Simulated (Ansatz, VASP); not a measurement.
# One calculation of Au, two programs

INCAR

```
PREC     = Accurate       # precision mode
ENCUT    = 520            # plane-wave cutoff, eV
EDIFF    = 1E-6           # SCF threshold, eV
ISMEAR   = -1             # smearing method
SIGMA    = 0.05           # smearing width, eV
LREAL    = F              # projectors in reciprocal space
LASPH    = T              # aspherical terms in the spheres
NELM     = 100            # most SCF steps
ALGO     = Fast           # electronic algorithm
ISIF     = 2              # what is computed and relaxed
LWAVE    = F              # write WAVECAR
LCHARG   = F              # write CHGCAR
LMAXMIX  = 4              # l up to which the mixer works
GGA      = B5             # functional
ALDAX    = 1.0          
AGGAX    = 1.0          
AGGAC    = 1.0          
ALDAC    = 0.0
```

File KPOINTS:

```
regular mesh
0
Gamma
  10 10 10
```

POSCAR

```
Au
1.0
    2.7484100000      0.0000000000      0.0000000000
    0.0000000000      2.7484100000      0.0000000000
    0.0000000000      0.0000000000      2.7484100000
Au
1
Direct
    0.5000000000      0.5000000000      0.5000000000
```

The input KPOINTS_OPT:

```
path GXMGRX,MR
15
line-mode
reciprocal
 0.0000000000  0.0000000000  0.0000000000  G
 0.0000000000  0.5000000000  0.0000000000  X

 0.0000000000  0.5000000000  0.0000000000  X
 0.5000000000  0.5000000000  0.0000000000  M

 0.5000000000  0.5000000000  0.0000000000  M
 0.0000000000  0.0000000000  0.0000000000  G

 0.0000000000  0.0000000000  0.0000000000  G
 0.5000000000  0.5000000000  0.5000000000  R

 0.5000000000  0.5000000000  0.5000000000  R
 0.0000000000  0.5000000000  0.0000000000  X

 0.5000000000  0.5000000000  0.0000000000  M
 0.5000000000  0.5000000000  0.5000000000  R
```

Contents of input.yaml:

```yaml
crystal:
  lattice:
    - [2.74841, 0.0, 0.0]
    - [0.0, 2.74841, 0.0]
    - [0.0, 0.0, 2.74841]
  atoms:
    - { symbol: Au, position: [0.5, 0.5, 0.5] }
hamiltonian:
  xc: blyp
  pseudopotentials: { kind: paw }
kpoints:
  mp_grid: { grid: [10, 10, 10] }
  band_path:
    path:
      - [[0.0, 0.0, 0.0], [0.0, 0.5, 0.0], [0.5, 0.5, 0.0], [0.0, 0.0, 0.0], [0.5, 0.5, 0.5], [0.0, 0.5, 0.0]]
      - [[0.5, 0.5, 0.0], [0.5, 0.5, 0.5]]
    npoints: 14
scf:
  occupations: { method: fermi_dirac, width: 0.05 }
  n_extra_bands: 6
output:
  forces: true
  stress: true
  eigenvalues: true
  fatbands: false
  write_density: true
  write_potential: true
  elf: true
  volumetric_format: npy
```

The cell was built by a generator and needn't be a form met in nature.

Alike in both runs: task band structure; functional BLYP; k mesh 10 × 10 × 10; occupations fermi-dirac, width 0.05 eV; no spin polarisation.

```csv
,VASP,Ansatz
version,VASP 6.6.1,Ansatz 0.2.0
potentials or method,"VASP PAW PBE potentials, release 64 (Au)",Ansatz PAW
plane-wave cutoff (eV),520,420
valence electrons in the cell,11,19
```

```csv
,VASP,Ansatz,Ansatz less VASP
gap on the k mesh at the Fermi level (eV),none,none,-
pressure (GPa),8.1,7.6,-0.56
```

A gap of «none» marks a metal or a gap that the smearing closes. The functional is the same, so the differences come from potentials, cutoffs and numerics. The two sets of potentials don't hold the same shells in valence.

Caveats: spin-orbit coupling is left out, which moves the levels of the heavy elements; the PAW data sets were made with another functional, which shifts forces and pressure a little (VASP); the PAW data sets come from PBE, with cores solved anew for the run's functional, which leaves a small shift of forces and pressure (Ansatz).
